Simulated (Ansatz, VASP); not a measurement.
## GaN in VASP and in Ansatz

```xyz
4
Lattice="3.1833 0.0000 0.0000 -1.5916 2.7568 0.0000 0.0000 0.0000 5.1838" Properties=species:S:1:pos:R:3 pbc="T T T"
Ga    1.5916    0.9189    2.5873
Ga    0.0000    1.8379    5.1792
N     1.5916    0.9189    4.5405
N     0.0000    1.8379    1.9486
```

Alike in both runs: functional r2SCAN; k mesh 12 × 12 × 6; occupations gaussian, width 0.02 eV; no spin polarisation.

Ansatz relaxed the structure, and its values are those at the end. VASP's run is a single point on that final structure, the one shown.

|  | VASP | Ansatz |
| --- | --- | --- |
| version | VASP 6.6.1 | Ansatz 0.2.0 |
| potentials or method | VASP PAW PBE potentials, release 64 (Ga_d, N) | scalar-relativistic, plane waves, PAW |
| plane-wave cutoff (eV) | 520 | 500 |
| valence electrons in the cell | 36 | 36 |

|  | VASP | Ansatz | Ansatz less VASP |
| --- | --- | --- | --- |
| gap on the k mesh at the Fermi level (eV) | 2.34 | 2.35 | +0.009 |
| least direct gap on the mesh (eV) | 2.34 | 2.35 | +0.009 |
| pressure (GPa) | 1.1 | 0.0 | -1.06 |
| rms of the force components (eV/Å) | 0.003 | 0.000 | -0.0030 |

Caveats: the PAW data sets were made with another functional, which shifts forces and pressure a little (VASP). r2SCAN opens gaps a little over a GGA but as a rule still falls short of measured ones.
